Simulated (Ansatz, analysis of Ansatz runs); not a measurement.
# Bond-centred H in GaP: charge-transition level against experiment

Aim: the charge-transition level of the bond-centred H in GaP, to be set beside the measurement. Set-up: r2SCAN, 64-site cell, r2SCAN lattice, 500 eV, k: the single point 1/4 1/4 1/4 then 2x2x2 shifted 0.5 0.5 0.5. The model is a cell of 64 host atoms with 1 H put in. The level is the Fermi energy at which two charge states have equal formation energy, after a correction for the images of the charge. A meta-GGA costs about twice a GGA and mends lattice constants and part of the gap.

What was measured. (+1/0) level below the conduction-band bottom (muonium): 0.15 eV, by muSR, high-field spin precession relaxation rates (preliminary analysis) (“Location of the H[+/-] level: Experimental limits for muonium”, 2006, R.L. Lichti et al.). The calculation is set beside it at the end.

Program: Ansatz 0.2.0. Level of theory: plane-wave PAW DFT, r2SCAN; relaxation of all atoms of a defect supercell. Results are calculated unless marked as measured.

This is a report of a sequence of runs, with most program output left out.

## 1. The structure

The cell holds 65 atoms: 32 Ga, 32 P and 1 H. Cell: a = 10.901 Å, b = 10.901 Å, c = 10.901 Å, α = 90.0°, β = 90.0°, γ = 90.0°. It derives from GaP (space group F-43m). Nearest the centre at fractional (0.443, 0.451, 0.581): H65 at 0.00 Å, Ga57 at 1.62 Å, P16 at 1.62 Å, P61 at 2.79 Å, Ga27 at 2.85 Å, Ga42 at 2.93 Å, P23 at 3.03 Å, P38 at 3.11 Å. The cell carries charge +1.

The host's primitive cell comes from a first run (plane-wave PAW DFT, r2SCAN; relaxation of the host's cell and atoms): vectors of 3.854, 3.854 and 3.854 Å. That is 20.24 Å³ an atom. The supercell is built on it.

## 2. Relaxation, charge +1

Every later number rests on the structure around the defect, so the atoms are relaxed at the host's lattice first.

File relax0/input.yaml:

```yaml
relax:
  f_tol: 0.02
  max_steps: 80
  random_displacement: { amplitude: 0.02, seed: 996 }
crystal:
  lattice:
    - [10.901, 0.0, 0.0]
    - [0.0, 0.0, -10.901]
    - [0.0, 10.901, 0.0]
  atoms:
    - { symbol: Ga, position: [0.0, 0.0, 0.0] }
    - { symbol: Ga, position: [0.0, 0.25, 0.25] }
    - { symbol: Ga, position: [0.25, 0.0, 0.25] }
    - { symbol: Ga, position: [0.25, 0.25, 0.0] }
    - { symbol: P, position: [0.125, 0.125, 0.125] }
    - { symbol: P, position: [0.125, 0.375, 0.375] }
    - { symbol: P, position: [0.375, 0.125, 0.375] }
    - { symbol: P, position: [0.375, 0.375, 0.125] }
    - { symbol: Ga, position: [0.0, 0.0, 0.5] }
    - { symbol: Ga, position: [0.0, 0.25, 0.75] }
    - { symbol: Ga, position: [0.25, 0.0, 0.75] }
    - { symbol: Ga, position: [0.25, 0.25, 0.5] }
    - { symbol: P, position: [0.125, 0.125, 0.625] }
    - { symbol: P, position: [0.125, 0.375, 0.875] }
    - { symbol: P, position: [0.375, 0.125, 0.875] }
    - { symbol: P, position: [0.352497477, 0.352497477, 0.647502523] }
    - { symbol: Ga, position: [0.0, 0.5, 0.0] }
    - { symbol: Ga, position: [0.0, 0.75, 0.25] }
    - { symbol: Ga, position: [0.25, 0.5, 0.25] }
    - { symbol: Ga, position: [0.25, 0.75, 0.0] }
    - { symbol: P, position: [0.125, 0.625, 0.125] }
    - { symbol: P, position: [0.125, 0.875, 0.375] }
    - { symbol: P, position: [0.375, 0.625, 0.375] }
    - { symbol: P, position: [0.375, 0.875, 0.125] }
    - { symbol: Ga, position: [0.0, 0.5, 0.5] }
    - { symbol: Ga, position: [0.0, 0.75, 0.75] }
    - { symbol: Ga, position: [0.25, 0.5, 0.75] }
    - { symbol: Ga, position: [0.25, 0.75, 0.5] }
    - { symbol: P, position: [0.125, 0.625, 0.625] }
    - { symbol: P, position: [0.125, 0.875, 0.875] }
    - { symbol: P, position: [0.375, 0.625, 0.875] }
    - { symbol: P, position: [0.375, 0.875, 0.625] }
    - { symbol: Ga, position: [0.5, 0.0, 0.0] }
    - { symbol: Ga, position: [0.5, 0.25, 0.25] }
    - { symbol: Ga, position: [0.75, 0.0, 0.25] }
    - { symbol: Ga, position: [0.75, 0.25, 0.0] }
    - { symbol: P, position: [0.625, 0.125, 0.125] }
    - { symbol: P, position: [0.625, 0.375, 0.375] }
    - { symbol: P, position: [0.875, 0.125, 0.375] }
    - { symbol: P, position: [0.875, 0.375, 0.125] }
    - { symbol: Ga, position: [0.5, 0.0, 0.5] }
    - { symbol: Ga, position: [0.5, 0.25, 0.75] }
    - { symbol: Ga, position: [0.75, 0.0, 0.75] }
    - { symbol: Ga, position: [0.75, 0.25, 0.5] }
    - { symbol: P, position: [0.625, 0.125, 0.625] }
    - { symbol: P, position: [0.625, 0.375, 0.875] }
    - { symbol: P, position: [0.875, 0.125, 0.875] }
    - { symbol: P, position: [0.875, 0.375, 0.625] }
    - { symbol: Ga, position: [0.5, 0.5, 0.0] }
    - { symbol: Ga, position: [0.5, 0.75, 0.25] }
    - { symbol: Ga, position: [0.75, 0.5, 0.25] }
    - { symbol: Ga, position: [0.75, 0.75, 0.0] }
    - { symbol: P, position: [0.625, 0.625, 0.125] }
    - { symbol: P, position: [0.625, 0.875, 0.375] }
    - { symbol: P, position: [0.875, 0.625, 0.375] }
    - { symbol: P, position: [0.875, 0.875, 0.125] }
    - { symbol: Ga, position: [0.522502523, 0.522502523, 0.477497477] }
    - { symbol: Ga, position: [0.5, 0.75, 0.75] }
    - { symbol: Ga, position: [0.75, 0.5, 0.75] }
    - { symbol: Ga, position: [0.75, 0.75, 0.5] }
    - { symbol: P, position: [0.625, 0.625, 0.625] }
    - { symbol: P, position: [0.625, 0.875, 0.875] }
    - { symbol: P, position: [0.875, 0.625, 0.875] }
    - { symbol: P, position: [0.875, 0.875, 0.625] }
    - { symbol: H, position: [0.442568, 0.450578, 0.580645] }
  host:
    repeats: [2, 2, 2]
    atoms:
      - { symbol: Ga, position: [0.0, 0.0, 0.0] }
      - { symbol: Ga, position: [0.0, 0.5, 0.5] }
      # ... 6 more atoms of the perfect host
total_charge: 1
basis:
  ecutwfc: 500
  xc_grid: 2
hamiltonian:
  xc: r2scan
kpoints:
  mp_grid: { grid: [1, 1, 1], shift: [0.25, 0.25, 0.25] }
scf:
  occupations: { method: fermi_dirac, width: 0.01 }
  max_iter: 120
output:
  forces: true
  charged_corrections:
    epsilon: 10.68
    static_epsilon: 12.72
    defect_position: [0.442568, 0.450578, 0.580645]
checkpoint:
  write: "../relax0.run"
  compress: false
  write_wavefunctions: true
  write_every: 100000
```

Command:

```
ansatz run input.yaml --threads 4 --pin off --max-ram 7536MiB --backend cpu --events-out ev --progress --plain --runs-dir out
```

Wall time 4.8 min (4 threads of Arm Neoverse V2, shared host); peak memory 3.5 GiB.

Step by step:

```csv
step,energy less that of the first step (eV),largest force component (eV/Å)
1,0.0000,1.6788
2,-0.7540,0.8650
3,-0.8751,0.3065
4,-0.8790,0.1989
5,-0.8891,0.0712
6,-0.8907,0.0315
7,-0.8909,0.0289
8,-0.8907,0.0256
9,-0.8911,0.0052
```

Relaxation step 8 was tried and not accepted.

The atoms that moved most (Å, from the sites as typed, ahead of the random displacement, the mean shift of all atoms taken out):

```
atom      dx      dy      dz  length
 H65  -0.122  -0.114   0.197   0.259
Ga57   0.092  -0.076  -0.092   0.151
Ga27  -0.072   0.079  -0.030   0.111
Ga12  -0.073  -0.038   0.072   0.109
Ga42   0.030   0.077   0.069   0.108
 P61   0.052   0.033  -0.053   0.082
 P16   0.035  -0.046  -0.038   0.069
 P23  -0.020  -0.047  -0.045   0.068
```

Neighbours of H65 at the end:

```
atom  distance (Å)
 P16         1.418
Ga57         1.874
Ga27         2.990
Ga42         2.999
Ga12         3.016
 P61         3.116
 P23         3.119
 P38         3.129
```

Read from the output:

| Property | Result |
| --- | --- |
| free energy | -145637.7660 eV |

The series, run alike:

```csv
run,outcome,energy less the first (eV),moment (μB),time
"relaxation, charge +1",converged,0.0000,0.00,4.8 min
"relaxation, charge 0",converged,8.4459,1.00,7.4 min
```

The relaxation ends 14 meV an atom lower than the displaced start, with a largest force component of 0.0052 eV/Å.

## 3. Single point, charge +1

The relaxed structure is kept, and the final numbers are taken at the final level and k-points.

This step: plane-wave PAW DFT, r2SCAN; single point of a defect supercell.

File point0/input.yaml:

```yaml
crystal:
  lattice:
    - [10.901, 0.0, 0.0]
    - [0.0, 0.0, -10.901]
    - [0.0, 10.901, 0.0]
  atoms:
    - { symbol: Ga, position: [-7.8326e-05, 1.7688e-05, 0.000704378] }
    - { symbol: Ga, position: [-0.000192685, 0.249746544, 0.250456357] }
[... 9 atom lines left out ...]
    - { symbol: Ga, position: [0.243419144, 0.24355715, 0.496654821] }
[... 3 atom lines left out ...]
    - { symbol: P, position: [0.355867031, 0.356098376, 0.643467832] }
[... 6 atom lines left out ...]
    - { symbol: P, position: [0.373264941, 0.629270976, 0.370877468] }
[... 3 atom lines left out ...]
    - { symbol: Ga, position: [0.24351573, 0.502903882, 0.757402996] }
[... 3 atom lines left out ...]
    - { symbol: P, position: [0.37551588, 0.625311221, 0.875419498] }
[... 6 atom lines left out ...]
    - { symbol: P, position: [0.629174595, 0.373288623, 0.370892323] }
[... 3 atom lines left out ...]
    - { symbol: Ga, position: [0.502893976, 0.243808956, 0.757245252] }
[... 3 atom lines left out ...]
    - { symbol: P, position: [0.625249528, 0.375669436, 0.875427733] }
[... 10 atom lines left out ...]
    - { symbol: Ga, position: [0.531081368, 0.531101422, 0.470692148] }
    - { symbol: Ga, position: [0.498586339, 0.75253267, 0.750998631] }
[... 2 atom lines left out ...]
    - { symbol: P, position: [0.629941434, 0.630032772, 0.628178398] }
[... 3 atom lines left out ...]
    - { symbol: H, position: [0.431476269, 0.432637651, 0.570344402] }
  host:
    repeats: [2, 2, 2]
    atoms:
      - { symbol: Ga, position: [0.0, 0.0, 0.0] }
      - { symbol: Ga, position: [0.0, 0.5, 0.5] }
      # ... 6 more atoms of the perfect host
total_charge: 1
basis:
  ecutwfc: 500
  xc_grid: 2
hamiltonian:
  xc: r2scan
kpoints:
  mp_grid: { grid: [2, 2, 2], shift: [0.5, 0.5, 0.5] }
scf:
  occupations: { method: fermi_dirac, width: 0.01 }
  max_iter: 120
output:
  forces: true
  charged_corrections:
    epsilon: 10.68
    static_epsilon: 12.72
    defect_position: [0.442568, 0.450578, 0.580645]
  eigenvalues: true
checkpoint:
  read: "../relax0.run"
  write: "../point0.run"
  compress: false
  write_wavefunctions: true
  write_every: 100000
```

It took 2.9 min on 4 threads; peak memory 5.9 GiB.

Numbers from this step:

```
free energy : -145637.7337 eV
```

The series, run alike:

| run | outcome | energy less the first (eV) | moment (μB) | time |
| --- | --- | --- | --- | --- |
| single point, charge +1 | converged | 0.0000 | 0.00 | 2.9 min |
| single point, charge 0 | converged | 8.4985 | 1.00 | 8.1 min |

## 4. Charge-transition levels

A charged cell feels its images and has its own zero of potential; this step corrects both and places the level between the host's band edges.

This step: place-levels on r2SCAN runs: charge-transition levels with image-charge correction and potential alignment at the atomic sites.

File levels.yaml:

```yaml
host:
  run: host.point.run
states: [point0.run, point1.run]
geometry_from:
  point0.run: relax0.run
  point1.run: relax1.run
  host.point.run: host.relax.run
```

Command:

```
ansatz place-levels levels.yaml -- --threads 4 --pin off --max-ram 7536MiB
```

Elapsed: 0.13 s, on 4 threads.

Read from the output:

- gap: 1.844 eV

## 5. What came out

* static dielectric constant used: 12.7
* band gap of the host: 1.84 eV
* (plus 1/0) level below the conduction-band bottom: 0.40 eV
* time of the whole chain: 24 min on 4 threads

In words: (+1/0) level below the conduction-band bottom: computed 0.40 eV, measured 0.15 eV (muonium); 0.25 eV deeper than the measurement. The level is counted in a gap of 1.84 eV, and the correction is screened by a dielectric constant of 12.7 from a linear-response run on the host (PBEsol). Levels hang on the band edges, which semilocal functionals place too close together.

[Logs are printed without paths, hosts, clocks, repeated set-up lines and the standing remarks that a program may print on its own settings, such as how far it seeks lower states.]

[Hosts, paths, dates, database ids (printed as entryN), source tags and the programs' standing remarks are cut or masked in the printed files.]

[For some hosts the program warned that the k-mesh of the response run may be too coarse for force constants and the static dielectric constant; such warnings are not shown here.]
